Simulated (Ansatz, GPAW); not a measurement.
# Geometry or basis: what sets the conductance of a Ag chain with CO on top of one atom, part 3 of 3

Aim: the conductance of a Ag chain with CO on top of one atom after relaxation, and whether geometry, basis or functional moves it most.

GPAW 26.7.0 and Ansatz 0.2.0; Ansatz plane waves; relaxation of the junction with the lead ends held (the session's first sound run).

So far, transmission at the Fermi level (one spin): step 3 (plane waves, PBE) 0.967; step 4 (double-zeta polarised basis, PBE, GPAW) 0.968. Also conductance of the perfect lead (G₀): step 3 1.000.

## (5) Single-zeta polarised basis

Level of this step: GPAW LCAO, PAW setups; Landauer transmission from Green's functions with principal layers (ASE), zero bias (GPAW).

One radial function a shell plus polarisation makes the matrices smaller; the question is what that costs.

run.py reads:

```python
import json
import numpy as np
from ase import Atoms
from ase.transport.calculators import TransportCalculator
from gpaw import GPAW, FermiDirac
from gpaw.lcao.tools import get_lcao_hamiltonian
from scipy.linalg import eigh

# The junction with lead layers at both ends, along the third cell vector
device = Atoms(
    ['Ag', 'Ag', 'Ag', 'Ag', 'Ag', 'Ag', 'Ag', 'Ag', 'C', 'O', 'Ag', 'Ag', 'Ag', 'Ag', 'Ag', 'Ag', 'Ag'],
    positions=[
        [4.50000, 4.50000, 1.33000],
        [4.50000, 4.50000, 3.99000],
        [4.50000, 4.50000, 6.65000],
        [4.50000, 4.50000, 9.31000],
        [4.50000, 4.50000, 11.97000],
        [4.67562, 4.40601, 14.74265],
        [4.26817, 4.60777, 17.45735],
        [5.36698, 4.12174, 19.94094],
        [7.55882, 3.95926, 20.00707],
        [8.44550, 4.67928, 20.04719],
        [4.27438, 4.59919, 22.43863],
        [4.66621, 4.40960, 25.15442],
        [4.50000, 4.50000, 27.93000],
        [4.50000, 4.50000, 30.59000],
        [4.50000, 4.50000, 33.25000],
        [4.50000, 4.50000, 35.91000],
        [4.50000, 4.50000, 38.57000]],
    cell=[[9.0, 0.0, 0.0], [0.0, 9.0, 0.0], [0.0, 0.0, 39.9]],
    pbc=True)

# One principal layer of the lead: the first 4 atoms of the device
lead = Atoms(
    ['Ag', 'Ag', 'Ag', 'Ag'],
    positions=[
        [4.50000, 4.50000, 1.33000],
        [4.50000, 4.50000, 3.99000],
        [4.50000, 4.50000, 6.65000],
        [4.50000, 4.50000, 9.31000]],
    cell=[[9.0, 0.0, 0.0], [0.0, 9.0, 0.0], [0.0, 0.0, 10.64]],
    pbc=True)

settings = dict(mode='lcao', basis='szp(dzp)', xc='PBE', h=0.18,
                occupations=FermiDirac(0.1), maxiter=250,
                mixer=dict(beta=0.1, nmaxold=8, weight=100.0),
                convergence=dict(density=0.0001))
energies = np.arange(-2, 2 + 1e-9, 0.025)
eta = 0.0001
n1, n2 = 1, 1
# k and -k transmit alike, so half of the mesh across the current serves
mesh = [(i, j) for i in range(n1) for j in range(n2) if (i, j) <= (-i % n1, -j % n2)]
weights = np.array([1 if (i, j) == (-i % n1, -j % n2) else 2 for i, j in mesh]) / (n1 * n2)

# [... helper functions left out ...]
fermi_lead = ground_state(lead, (1, 1, 11), 'lead.txt')
fermi_device = ground_state(device, (1, 1, 2), 'device.txt')
# [... loop over the mesh left out, but for ...]
        # Shift the lead onto the potential of the device's first layer
        shift = ((H[:, 0, 0] - H0[:, 0, 0]) / S0[0, 0]).real.mean()
# [...]
kT = 8.617333e-5 * 300
bias = [0.1, 0.2, 0.5, 1.0, 1.5, 2.0]
# [... integrals and printing left out ...]
```

Command:

```bash
$ OMP_NUM_THREADS=1 OPENBLAS_NUM_THREADS=1 python run.py
```

Numbers of over 12 decimals in the logs are rounded to 6 here.

What it wrote:

```text
basis functions: device 243, principal layer 60
Fermi level: lead -3.7324 eV, device -3.6391 eV; lead shifted by 0.0002 eV
largest coupling past the next layer 3.56e-05 eV, largest misfit of the first layer 0.010 eV
  E-E_F (eV)   T (one spin)  channels
    -2.000    1.3237e-01    3.0000
    -1.975    1.0079e-01    3.0000
    -1.950    7.5307e-02    3.0000
[...]
1.975    9.9410e-01    1.0000
     2.000    9.9467e-01    1.0000
conductance at 300 K: 0.98041 G0 a cell; thermopower -0.4977 uV/K
current from the zero-bias T(E) at 0.1 V: 7.5952 uA
current from the zero-bias T(E) at 0.2 V: 15.184 uA
current from the zero-bias T(E) at 0.5 V: 37.856 uA
current from the zero-bias T(E) at 1.0 V: 75.1 uA
current from the zero-bias T(E) at 1.5 V: 112.36 uA
current from the zero-bias T(E) at 2.0 V: 150.14 uA
```

Elapsed: 2.7 min, on 1 thread of Intel Xeon Platinum 8488C (Sapphire Rapids), shared host; peak memory 2.1 GiB.

This step gave:

```yaml
conductance: 0.9804 G₀
largest_misfit_of_the_first_principal_layer: 0.01012 eV
shift_that_aligns_the_lead: 2.12e-4 eV
basis_functions_of_the_junction: 243
basis_functions_of_a_principal_layer: 60
transmission_at_the_fermi_level_one_spin: 0.9808
```

The conductance, 0.980 G₀, lies 1.3 % above that of the dzp run.

## (6) Minimal basis

The minimal basis is the cheapest rung: no second zeta and no polarisation.

Edit run.py of step 5 so:

```diff
@@ -43,3 +43,3 @@
 
-settings = dict(mode='lcao', basis='szp(dzp)', xc='PBE', h=0.18,
+settings = dict(mode='lcao', basis='sz(dzp)', xc='PBE', h=0.18,
                 occupations=FermiDirac(0.1), maxiter=250,
```

What it wrote:

```text
basis functions: device 188, principal layer 48
Fermi level: lead -3.7323 eV, device -3.6590 eV; lead shifted by -0.0010 eV
largest coupling past the next layer 3.59e-05 eV, largest misfit of the first layer 0.007 eV
  E-E_F (eV)   T (one spin)  channels
    -2.000    6.0625e-01    3.0000
    -1.975    4.9290e-01    3.0000
    -1.950    4.0601e-01    3.0000
[...]
1.975    9.8961e-01    1.0000
     2.000    9.9093e-01    1.0000
conductance at 300 K: 0.98366 G0 a cell; thermopower -0.4679 uV/K
current from the zero-bias T(E) at 0.1 V: 7.6205 uA
current from the zero-bias T(E) at 0.2 V: 15.236 uA
current from the zero-bias T(E) at 0.5 V: 37.994 uA
current from the zero-bias T(E) at 1.0 V: 75.405 uA
current from the zero-bias T(E) at 1.5 V: 112.83 uA
current from the zero-bias T(E) at 2.0 V: 149.98 uA
```

Run time: 2.3 min. Hardware: 1 thread; peak memory 2 GiB.

Numbers from this step:

- conductance: 0.9837 G₀
- largest coupling past the next principal layer: 3.59e-5 eV
- largest misfit of the first principal layer: 0.006523 eV
- shift that aligns the lead: -0.001015 eV
- basis functions of the junction: 188
- basis functions of a principal layer: 48
- transmission at the Fermi level (one spin): 0.9840

The conductance, 0.984 G₀, lies 1.6 % above that of the dzp run.

## (7) RPBE in the dzp basis: xc = "RPBE"

Back in the dzp basis, the functional changes from PBE to RPBE, to set the spread between functionals beside that between bases.

Edit run.py of step 6 so:

```diff
@@ -43,3 +43,3 @@
 
-settings = dict(mode='lcao', basis='sz(dzp)', xc='PBE', h=0.18,
+settings = dict(mode='lcao', basis='dzp', xc='RPBE', h=0.18,
                 occupations=FermiDirac(0.1), maxiter=250,
```

What it wrote:

```text
basis functions: device 431, principal layer 108
Fermi level: lead -3.6141 eV, device -3.4888 eV; lead shifted by -0.0004 eV
largest coupling past the next layer 3.60e-05 eV, largest misfit of the first layer 0.013 eV
  E-E_F (eV)   T (one spin)  [channel counts left out]
    -2.000    4.9365e-02
    -1.975    3.2709e-02
    -1.950    2.1045e-02
[...]
1.975    5.7080e-01
     2.000    5.5274e-01
conductance at 300 K: 0.96906 G0 a cell; thermopower -0.7069 uV/K
current from the zero-bias T(E) at 0.1 V: 7.507 uA
current from the zero-bias T(E) at 0.2 V: 15.006 uA
current from the zero-bias T(E) at 0.5 V: 37.379 uA
current from the zero-bias T(E) at 1.0 V: 73.891 uA
current from the zero-bias T(E) at 1.5 V: 109.88 uA
current from the zero-bias T(E) at 2.0 V: 146.76 uA
```

Run time: 4.1 min. Hardware: 1 thread; peak memory 2.2 GiB.

Numbers from this step:

- conductance: 0.9691 G₀
- largest coupling past the next principal layer: 3.60e-5 eV
- largest misfit of the first principal layer: 0.01314 eV
- shift that aligns the lead: -4.04e-4 eV
- basis functions of the junction: 431
- basis functions of a principal layer: 108
- transmission at the Fermi level (one spin): 0.9695

The conductance equals that of the dzp run to 0.2 %.

## (8) The structure as built: geometry = "as built"

The dzp basis with PBE on the structure as first built shows what the relaxation was worth.

Edit run.py of step 7 so:

```diff
@@ -17,9 +17,9 @@
         [4.50000, 4.50000, 11.97000],
-        [4.67562, 4.40601, 14.74265],
-        [4.26817, 4.60777, 17.45735],
-        [5.36698, 4.12174, 19.94094],
-        [7.55882, 3.95926, 20.00707],
-        [8.44550, 4.67928, 20.04719],
-        [4.27438, 4.59919, 22.43863],
-        [4.66621, 4.40960, 25.15442],
+        [4.50000, 4.50000, 14.63000],
+        [4.50000, 4.50000, 17.29000],
+        [4.50000, 4.50000, 19.95000],
+        [6.31420, 4.50000, 19.95000],
+        [7.47420, 4.50000, 19.95000],
+        [4.50000, 4.50000, 22.61000],
+        [4.50000, 4.50000, 25.27000],
         [4.50000, 4.50000, 27.93000],
@@ -43,3 +43,3 @@
 
-settings = dict(mode='lcao', basis='dzp', xc='RPBE', h=0.18,
+settings = dict(mode='lcao', basis='dzp', xc='PBE', h=0.18,
                 occupations=FermiDirac(0.1), maxiter=250,
```

What it wrote:

```text
basis functions: device 431, principal layer 108
Fermi level: lead -3.7835 eV, device -3.6230 eV; lead shifted by -0.0003 eV
largest coupling past the next layer 3.56e-05 eV, largest misfit of the first layer 0.070 eV
  E-E_F (eV)   T (one spin)  channels
    -2.000    3.8916e-01    3.0000
    -1.975    3.4661e-01    3.0000
    -1.950    3.0508e-01    3.0000
[...]
1.975    2.0359e-04    1.0000
     2.000    1.1716e-03    1.0000
conductance at 300 K: 0.063734 G0 a cell; thermopower 67.36 uV/K
current from the zero-bias T(E) at 0.1 V: 0.50024 uA
current from the zero-bias T(E) at 0.2 V: 1.0379 uA
current from the zero-bias T(E) at 0.5 V: 3.1558 uA
current from the zero-bias T(E) at 1.0 V: 8.9726 uA
current from the zero-bias T(E) at 1.5 V: 17.737 uA
current from the zero-bias T(E) at 2.0 V: 28.984 uA
```

Elapsed: 3.9 min, on 1 thread; peak memory 2.2 GiB.

This step gave:

- conductance: 0.06373 G₀
- largest coupling past the next principal layer: 3.56e-5 eV
- largest misfit of the first principal layer: 0.07049 eV
- shift that aligns the lead: -2.76e-4 eV
- transmission at the Fermi level (one spin): 0.06169

The conductance, 0.0637 G₀, lies a factor of 15 below that of the dzp run.

## (9) Cost and result by level

Times are wall times on the hardware named with each run. Results by setting:

```
no.       run  conductance (G₀)     time  memory (GiB)
  1    pw PBE            0.9669  1.8 min           5.0
  2       dzp            0.9679  4.1 min           2.2
  3       szp            0.9804  2.7 min           2.1
  4        sz            0.9837  2.3 min           2.0
  5  dzp RPBE            0.9691  4.1 min           2.2
  6   asbuilt           0.06373  3.9 min           2.2
```

## (10) The levels side by side

The curves are compared point by point over the common energies.

This step: comparison of transmission and cost over codes, levels and geometry (GPAW 26.7.0).

Ladder, by row:

| step | code | T at the Fermi level (sum over the listed spins) | conductance (G0) | r.m.s. T(E) from the first | wall time (s) | peak memory (GiB) | threads |
| --- | --- | --- | --- | --- | --- | --- | --- |
| pw-pbe | Ansatz | 0.9674 | 0.9669 | 0 | 108 | 5.018 | 4 |
| dzp | GPAW | 0.9684 | 0.9679 | 0.03992 | 248.1 | 2.19 | 1 |
| szp | GPAW | 0.9808 | 0.9804 | 0.05584 | 161.9 | 2.1 | 1 |
| sz | GPAW | 0.984 | 0.9837 | 0.1312 | 137 | 2.02 | 1 |
| dzp-RPBE | GPAW | 0.9695 | 0.9691 | 0.06655 | 248.8 | 2.19 | 1 |
| asbuilt | GPAW | 0.06169 | 0.06373 | 0.7036 | 235.4 | 2.2 | 1 |

Table of transmission, zone mean, sum over the listed spins by energy, zero at the Fermi level:

| energy (eV) | pw-pbe | dzp | szp | sz | dzp-RPBE | asbuilt |
| --- | --- | --- | --- | --- | --- | --- |
| -2.0000 | 0.0174 | 0.180 | 0.132 | 0.606 | 0.0494 | 0.389 |
| -1.7500 | 0 | 4.5e-4 | 3.7e-4 | 0.0494 | 1.3e-4 | 0.0550 |
| -1.5000 | 0 | 2.3e-8 | 8.6e-9 | 4.6e-4 | 2.3e-8 | 4.5e-8 |
| -1.2500 | 0 | 2.4e-8 | 8.9e-9 | 1.0e-12 | 2.4e-8 | 4.9e-8 |
| -1.0750 | 0.231 | 0.339 | 1.8e-7 | 8.7e-11 | 0.926 | 1.7e-4 |
| -1.0000 | 0.823 | 0.821 | 0.969 | 0.963 | 0.908 | 0.492 |
| -0.9250 | 0.928 | 0.948 | 0.984 | 0.952 | 0.960 | 0.407 |
| -0.7500 | 0.872 | 0.884 | 0.967 | 0.978 | 0.891 | 0.357 |
| -0.5000 | 0.854 | 0.862 | 0.914 | 0.920 | 0.869 | 0.294 |
| -0.2500 | 0.923 | 0.927 | 0.952 | 0.957 | 0.930 | 0.218 |
| 0.0000 | 0.967 | 0.968 | 0.981 | 0.984 | 0.969 | 0.0617 |
| 0.2500 | 0.983 | 0.982 | 0.990 | 0.993 | 0.983 | 0.00498 |
| 0.5000 | 0.988 | 0.987 | 0.993 | 0.995 | 0.988 | 0.0838 |
| 0.7500 | 0.988 | 0.987 | 0.992 | 0.990 | 0.988 | 0.165 |
| 1.0000 | 0.986 | 0.985 | 0.990 | 0.958 | 0.986 | 0.195 |
| 1.2500 | 0.985 | 0.984 | 0.988 | 0.670 | 0.986 | 0.164 |
| 1.5000 | 0.991 | 0.991 | 0.996 | 0.882 | 0.994 | 0.0944 |
| 1.6750 | 0.999 | 0.998 | 0.981 | 0.962 | 0.997 | 0.0424 |
| 1.7000 | 1.000 | 0.998 | 0.981 | 0.966 | 0.995 | 0.0360 |
| 1.7500 | 0.999 | 0.994 | 0.984 | 0.973 | 0.981 | 0.0242 |
| 2.0000 | 0.680 | 0.618 | 0.995 | 0.991 | 0.553 | 0.00117 |

## (11) SCF mesh 1×1×1, smearing 0.01

The SCF mesh sets the Fermi level of the repeated cell. Smearing helps the SCF of a metal converge, but it blurs occupations at band edges near the Fermi level.

This step: GPAW LCAO, PAW setups; Landauer transmission from Green's functions with principal layers (ASE), zero bias (GPAW 26.7.0).

Edit run.py of step 8 so:

```diff
@@ -17,9 +17,9 @@
         [4.50000, 4.50000, 11.97000],
-        [4.50000, 4.50000, 14.63000],
-        [4.50000, 4.50000, 17.29000],
-        [4.50000, 4.50000, 19.95000],
-        [6.31420, 4.50000, 19.95000],
-        [7.47420, 4.50000, 19.95000],
-        [4.50000, 4.50000, 22.61000],
-        [4.50000, 4.50000, 25.27000],
+        [4.67562, 4.40601, 14.74265],
+        [4.26817, 4.60777, 17.45735],
+        [5.36698, 4.12174, 19.94094],
+        [7.55882, 3.95926, 20.00707],
+        [8.44550, 4.67928, 20.04719],
+        [4.27438, 4.59919, 22.43863],
+        [4.66621, 4.40960, 25.15442],
         [4.50000, 4.50000, 27.93000],
@@ -44,3 +44,3 @@
 settings = dict(mode='lcao', basis='dzp', xc='PBE', h=0.18,
-                occupations=FermiDirac(0.1), maxiter=250,
+                occupations=FermiDirac(0.01), maxiter=250,
                 mixer=dict(beta=0.1, nmaxold=8, weight=100.0),
@@ -56,3 +56,3 @@
 fermi_lead = ground_state(lead, (1, 1, 11), 'lead.txt')
-fermi_device = ground_state(device, (1, 1, 2), 'device.txt')
+fermi_device = ground_state(device, (1, 1, 1), 'device.txt')
 # [... loop over the mesh left out, but for ...]
```

What it wrote:

```text
basis functions: device 431, principal layer 108
Fermi level: lead -3.7944 eV, device -3.5051 eV; lead shifted by -0.1574 eV
largest coupling past the next layer 3.56e-05 eV, largest misfit of the first layer 0.046 eV
  E-E_F (eV)   T (one spin)  channels
    -2.000    1.7146e-02    3.0000
    -1.975    1.0410e-02    3.0000
    -1.950    5.5519e-03    3.0000
    -1.925    4.0624e-04    1.0000
    -1.900    3.5141e-04    1.0000
    -1.875    2.8079e-04    1.0000
    -1.850    2.0820e-04    1.0000
    -1.825    1.4251e-04    1.0000
    -1.800    8.6695e-05    1.0000
    -1.775    4.0535e-05    1.0000
    -1.750    1.4973e-06    1.0000
    -1.725    2.9326e-08    0.0000
    -1.700    2.9424e-08    0.0000
    -1.675    2.9547e-08    0.0000
    -1.650    2.9686e-08    0.0000
    -1.625    2.9837e-08    0.0000
[...]
1.825    6.2838e-01    1.0000
     1.850    5.8000e-01    1.0000
     1.875    5.5765e-01    1.0000
     1.900    5.6349e-01    1.0000
     1.925    5.9407e-01    1.0000
     1.950    6.4165e-01    1.0000
     1.975    6.9655e-01    1.0000
     2.000    7.5011e-01    1.0000
conductance at 300 K: 0.99362 G0 a cell; thermopower -0.1847 uV/K
current from the zero-bias T(E) at 0.1 V: 7.6974 uA
current from the zero-bias T(E) at 0.2 V: 15.388 uA
current from the zero-bias T(E) at 0.5 V: 38.326 uA
current from the zero-bias T(E) at 1.0 V: 75.512 uA
current from the zero-bias T(E) at 1.5 V: 111.25 uA
current from the zero-bias T(E) at 2.0 V: 147.18 uA
```

The job ended after 3.5 min (1 thread; peak memory 2.2 GiB).

The run finished with changed settings (scf_mesh = [1, 1, 1] and width = 0.01); it serves as a test.

The two runs compared:

```
                                           quantity  this run   sound run  difference
                                   conductance (G₀)   0.99362     0.96793      0.0257
largest coupling past the next principal layer (eV)  3.556e-5    3.556e-5      1.5e-9
   largest misfit of the first principal layer (eV)  0.046143    0.010880      0.0353
                    shift that aligns the lead (eV)  -0.15744  -0.0031732      -0.154
         transmission at the Fermi level (one spin)   0.99402     0.96839      0.0256
```

One result that differs is the shift that aligns the lead, -0.157 eV against -0.00317 eV.

## (12) What came out

```json
{"conductance": "0.968 G₀", "transmission at the Fermi level, mean of the spins": "0.968", "thermopower": "about 0 (under 1.5 μV/K)"}
```

**Reading.** In the dzp basis the junction conducts 0.968 G₀ at 300 K, with T = 0.968 a spin at the Fermi level; the sz basis reaches that conductance within 10 %. Relaxation moved atoms by up to 1.4 Å and took the conductance from 0.0637 to 0.968 G₀, as a ratio a larger change than the step from dzp to the minimal basis. Plane waves (PBE) give T = 0.967 there. At the Fermi level one eigenchannel carries the current (0.97). Measured against the first run (pw-pbe), the nearest curve is that of dzp (r.m.s. 0.040) and the farthest that of asbuilt (0.70). Over the compared runs wall time goes from 108 s (pw-pbe) to 249 s (dzp-RPBE), on a shared host; the plane-wave run used 4 threads and the orbital runs 1. The leads kept an estimated spacing and the cell its length, so the junction may be under some tension or compression. The run had no spin polarisation, so a magnetic state, which chains and small molecules with open shells often have, wasn't tested. An evenly spaced straight chain is an idealisation: free chains tend to dimerise, zigzag or, where a band edge lies near the Fermi level, turn magnetic. The currents use the zero-bias T(E) throughout, which holds only while the bias is small against the distance to the nearest feature.

[Logs are printed without paths, hosts, clocks, repeated set-up lines and the standing remarks that a program may print on its own settings, such as how far it seeks lower states.]

[Hosts, paths, dates, database ids (printed as entryN), source tags and the programs' standing remarks are cut or masked in the printed files.]
